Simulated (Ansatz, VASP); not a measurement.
**GaN in VASP and in Ansatz**

```xyz
4
Lattice="3.1800 0.0000 0.0000 -1.5900 2.7540 0.0000 0.0000 0.0000 5.1660" Properties=species:S:1:pos:R:3 pbc="T T T"
Ga    1.5900    0.9180    2.5830
Ga    0.0000    1.8360    0.0000
N     1.5900    0.9180    4.5203
N     0.0000    1.8360    1.9373
```

Alike in both runs: task relaxation of cell and atoms; functional PBEsol; dispersion D3(BJ); k mesh 10 × 10 × 5; occupations fermi-dirac, width 0.05 eV; no spin polarisation.

```csv
,VASP,Ansatz
version,VASP 6.6.1,Ansatz 0.2.0
potentials or method,"VASP PAW PBE potentials, release 64 (Ga_d, N)",Ansatz PAW
plane-wave cutoff (eV),600,420
valence electrons in the cell,36,36
```

```tsv
	VASP	Ansatz	Ansatz less VASP
gap on the k mesh at the Fermi level, each at its own relaxed structure (eV)	2.02	1.99	-0.030
relaxed volume (Å³/atom)	11.16	11.18	+0.024
relaxed cell length with the largest relative difference (Å)	3.162	3.165	+0.0033
energy change over the relaxation (meV/atom)	-2	-1	+0.3
```

Caveats: the PAW data sets were made with another functional, which shifts forces and pressure a little (VASP); odd divisions of the mesh miss points on the zone boundary, where band edges often lie, so the gap on the mesh can be too wide (Ansatz); the plane-wave basis is chosen anew once the cell has moved, so the energies of steps on either side of that aren't comparable (Ansatz); the pressure holds a Pulay correction of +0.5 GPa for the finite cutoff (Ansatz); the PAW data sets come from PBE, with cores solved anew for the run's functional, which leaves a small shift of forces and pressure (Ansatz).
